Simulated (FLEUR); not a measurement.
## PtSe2 (Sudovikovite) in FLEUR: convergence with fermiSmearingEnergy

Input of the first run (fermiSmearingEnergy 0.4 eV); the others differ in this setting and in those tied to it:

inp.xml

```xml
<?xml version="1.0" encoding="UTF-8" standalone="no"?>
<fleurInput fleurInputVersion="0.39">
   <comment>
      PtSe2                                                                                               
   </comment>
   <calculationSetup>
      <cutoffs Kmax="5.21" Gmax="16.2" GmaxXC="16.2" numbands="0"/>
      <scfLoop itmax="60" minDistance="0.00001" maxIterBroyd="15" imix="Anderson" alpha="0.05" precondParam="0.0" spinf="2.0" sdNocoIR="T"/>
      <coreElectrons ctail="T" frcor="F" kcrel="0" coretail_lmax="0"/>
      <xcFunctional name="PBEs" relativisticCorrections="F"/>
      <magnetism jspins="1"/>
      <soc l_soc="F" theta="0.0" phi="0.0" spav="F"/>
      <expertModes spex="0" secvar="F"/>
      <geometryOptimization l_f="T" forcealpha="1.0" forcemix="BFGS" epsdisp="0.0005" epsforce="0.0002"/>
      <ldaU l_linMix="F" mixParam="0.05" spinf="1.0"/>
   </calculationSetup>
   <cell>
      <bzIntegration valenceElectrons="50.0" mode="hist" fermiSmearingEnergy="0.01469973">
         <kPointListSelection listName="default-1"/>
         <!-- k-points included here -->
         <xi:include xmlns:xi="http://www.w3.org/2001/XInclude" href="kpts.xml"> </xi:include>
      </bzIntegration>
      <!-- symmetry operations included here -->
      <xi:include xmlns:xi="http://www.w3.org/2001/XInclude" href="sym.xml"> </xi:include>
      <bulkLattice scale="1.0">
         <bravaisMatrix>
            <row-1>    7.0373400880104002     0.0000000000000000     0.0000000000000000</row-1>
            <row-2>   -3.5186700440052001     6.0945152913003797     0.0000000000000000</row-2>
            <row-3>    0.0000000000000000     0.0000000000000000     9.5657936427252004</row-3>
         </bravaisMatrix>
      </bulkLattice>
   </cell>
   <atomSpecies>
      <species name="Platinum (Pt)" element="Pt" atomicNumber="78">
         <mtSphere radius="2.44" gridPoints="813" logIncrement="0.016"/>
         <atomicCutoffs lmax="10" lnonsphr="10"/>
         <electronConfig flipSpins="F">
            <coreConfig>(1s1/2) (2s1/2) (2p1/2) (2p3/2) (3s1/2) (3p1/2) (3p3/2) (4s1/2) (3d3/2) (3d5/2) (4p1/2) (4p3/2) (4d3/2) (4d5/2) (4f5/2) (4f7/2)</coreConfig>
            <valenceConfig>(5s1/2) (5p1/2) (5p3/2) (6s1/2) (5d3/2) (5d5/2)</valenceConfig>
            <stateOccupation state="(6s1/2)" spinUp="0.500000" spinDown="0.500000"/>
            <stateOccupation state="(5d3/2)" spinUp="1.800000" spinDown="1.800000"/>
            <stateOccupation state="(5d5/2)" spinUp="2.700000" spinDown="2.700000"/>
         </electronConfig>
         <energyParameters s="6" p="6" d="5" f="5"/>
         <lo type="SCLO" l="0" n="5" eDeriv="0"/>
         <lo type="SCLO" l="1" n="5" eDeriv="0"/>
         <lo type="SCLO" l="1" n="5" eDeriv="1"/>
         <lo type="SCLO" l="2" n="5" eDeriv="2"/>
         <lo type="SCLO" l="3" n="5" eDeriv="2"/>
      </species>
      <species name="Selenium (Se)" element="Se" atomicNumber="34">
         <mtSphere radius="1.88" gridPoints="629" logIncrement="0.019"/>
         <atomicCutoffs lmax="8" lnonsphr="8"/>
         <electronConfig flipSpins="F">
            <coreConfig>(1s1/2) (2s1/2) (2p1/2) (2p3/2) (3s1/2) (3p1/2) (3p3/2)</coreConfig>
            <valenceConfig>(3d3/2) (3d5/2) (4s1/2) (4p1/2) (4p3/2)</valenceConfig>
            <stateOccupation state="(4p1/2)" spinUp="0.666667" spinDown="0.666667"/>
            <stateOccupation state="(4p3/2)" spinUp="1.333333" spinDown="1.333333"/>
         </electronConfig>
         <energyParameters s="4" p="4" d="4" f="4"/>
         <lo type="SCLO" l="2" n="3" eDeriv="0"/>
         <lo type="SCLO" l="0" n="4" eDeriv="2"/>
         <lo type="SCLO" l="1" n="4" eDeriv="2"/>
         <lo type="SCLO" l="3" n="4" eDeriv="2"/>
      </species>
   </atomSpecies>
   <atomGroups>
      <atomGroup species="Platinum (Pt)">
         <relPos label="                   1">.0000000000 .0000000000 .0000000000</relPos>
         <force calculate="T" relaxXYZ="TTT"/>
      </atomGroup>
      <atomGroup species="Selenium (Se)">
         <relPos label="                   2">-1.000/3.000 1.000/3.000 -1.000/4.000</relPos>
         <relPos label="                   3">1.000/3.000 -1.000/3.000 1.000/4.000</relPos>
         <force calculate="T" relaxXYZ="TTT"/>
      </atomGroup>
   </atomGroups>
   <output dos="F" band="F" slice="F">
      <checks vchk="F" cdinf="F"/>
      <bandDOS minEnergy="-.5*Htr" maxEnergy="0.5*Htr" sigma="0.015" storeEVData="T"/>
      <vacuumDOS vacdos="F" integ="F" star="F" nstars="0" locx1="0.0" locy1="0.0" locx2="0.0" locy2="0.0" nstm="0" tworkf="0.0"/>
      <unfoldingBand unfoldBand="F" supercellX="1" supercellY="1" supercellZ="1"/>
      <plotting iplot="0" polar="F">
         <plot TwoD="T" vec1="  1.0  0.0  0.0" vec2="  0.0  1.0  0.0" vec3="  0.0  0.0  1.0" zero="  0.0  0.0  0.0" file="plot"/>
      </plotting>
      <chargeDensitySlicing numkpt="0" minEigenval="0.0" maxEigenval="0.0" nnne="0" pallst="F"/>
      <specialOutput eonly="F"/>
      <moessbauerParams electricFieldGradient="T" isomerShift="T" coreHyperfine="T" valenceHyperfine="T"/>
      <magneticCircularDichroism mcd="F" energyLo="-10.0" energyUp="0.0"/>
   </output>
  <!-- We include the file relax.xml here to enable relaxations (see documentation) -->
  <xi:include xmlns:xi="http://www.w3.org/2001/XInclude" href="relax.xml"> <xi:fallback/> </xi:include>
</fleurInput>
```

File crystal.txt:

```
PtSe2
&input cartesian=F /
3.7240000000  0.0000000000  0.0000000000
-1.8620000000  3.2250786037  0.0000000000
0.0000000000  0.0000000000  5.0620000000
1.8897261246
1.0 1.0 1.0

3
78 0.0000000000  0.0000000000  0.0000000000
34 0.6666666667  0.3333333333  0.7500000000
34 0.3333333333  0.6666666667  0.2500000000

&kpt div1=6 div2=6 div3=4 gamma=T /
```

Potentials or basis: all-electron, FLAPW.

Launch:

```bash
$ inpgen -f crystal.txt -profile fastHighL
$ # inp.xml edited to the form shown
$ fleur_MPI -warn_only
```

Hardware: 1 thread of Arm Neoverse V1, on a shared host.

```tsv
fermiSmearingEnergy	energy less the tightest run, at zero smearing (meV/atom)	largest force (eV/Å)	SCF cycles	CPU time (s)	peak memory (GiB)
0.4 eV	17.69	0.488	20	310	0.11
0.3 eV	6.41	0.418	20	310	0.11
0.2 eV	0.22	0.372	20	310	0.11
0.1 eV	-1.29	0.347	20	300	0.11
0.05 eV	-0.64	0.336	20	310	0.11
0.025 eV	-0.17	0.325	20	310	0.11
0.01 eV	0.00	0.308	20	300	0.11
```

Against the tightest run, the energy stays within 1 meV/atom from 0.05 eV on. Not settled before the last step: the largest force (to 0.005 eV/Å). Narrower smearing needs a denser k mesh, so at a fixed mesh the narrowest width isn't the most accurate. The tightest run that finished is the yardstick and may itself not be fully converged.

Spin-orbit coupling is left out, which matters for the levels of Pt.
